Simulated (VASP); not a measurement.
VASP 6.6.1 run: LiF

INCAR

```
NELMIN = 4
NELM = 120
IBRION = -1
SIGMA = 0.02
LASPH = .TRUE.
ISMEAR = -1
GGA = PE
BMIX = 3
EDIFF = 1E-7
LWAVE = .FALSE.
LCHARG = .FALSE.
NBANDS = 12
ISIF = 2
ENCUT = 520
LREAL = .FALSE.
PREC = Normal
NSW = 0
```

KPOINTS

```
KPOINTS created by Atomic Simulation Environment
0
Gamma
10 10 10
0 0 0
```

POSCAR

```
Li F
 1.0000000000000000
     0.0373568784000000    1.9923311812000000    1.9923311812000000
     1.9923311812000000    0.0373568784000000    1.9923311812000000
     1.9923311812000000    1.9923311812000000    0.0373568784000000
 Li  F
   1   1
Cartesian
  0.0000000000000000  0.0000000000000000  0.0000000000000000
  2.0110096203999999  2.0110096203999999  2.0110096203999999
```

The recommended PBE PAW datasets give the neutral cell 10 valence electrons.

Command

```
mpirun -np 1 vasp_std
```

Problem. Predict the outcome of this run.

Solution. It converged. Results: gap between bands v and c on the k mesh 9.59 eV; least direct gap on the k mesh 9.59 eV; pressure 6.9 GPa. Band v is the last that the valence electrons fill when counted band by band, and c is the next.

OSZICAR

```
N       E                     dE             d eps       ncg     rms          rms(c)
DAV:   1     0.295522671589E+02    0.29552E+02   -0.55061E+03  2904   0.854E+02
DAV:   2    -0.913526241254E+01   -0.38688E+02   -0.37989E+02  3404   0.186E+02
DAV:   3    -0.101080155510E+02   -0.97275E+00   -0.96992E+00  3720   0.259E+01
DAV:   4    -0.101179259231E+02   -0.99104E-02   -0.99098E-02  3160   0.273E+00
DAV:   5    -0.101180220026E+02   -0.96079E-04   -0.96079E-04  3620   0.207E-01    0.455E+00
DAV:   6    -0.968650796131E+01    0.43151E+00   -0.93480E-01  3132   0.629E+00    0.201E+00
DAV:   7    -0.960236475043E+01    0.84143E-01   -0.34993E-01  3464   0.382E+00    0.112E+00
DAV:   8    -0.960459387371E+01   -0.22291E-02   -0.24884E-02  3540   0.165E+00    0.270E-01
DAV:   9    -0.960624557537E+01   -0.16517E-02   -0.91041E-03  3688   0.740E-01    0.169E-01
DAV:  10    -0.960609141326E+01    0.15416E-03   -0.22341E-03  3148   0.302E-01    0.329E-02
DAV:  11    -0.960610399717E+01   -0.12584E-04   -0.46617E-05  3324   0.693E-02    0.176E-02
DAV:  12    -0.960610633898E+01   -0.23418E-05   -0.18906E-05  3068   0.364E-02    0.607E-03
DAV:  13    -0.960610656736E+01   -0.22838E-06   -0.14514E-06  3124   0.110E-02    0.121E-03
DAV:  14    -0.960610658316E+01   -0.15804E-07   -0.40844E-07  3720   0.402E-03
   1 F= -.96061066E+01 E0= -.96061066E+01  d E =-.236988E-10
```

For comparison, a separate PBE run of the intended cell, on usual settings and not on those above, gives a gap of 9.59 eV on its mesh and a pressure of 6.9 GPa.
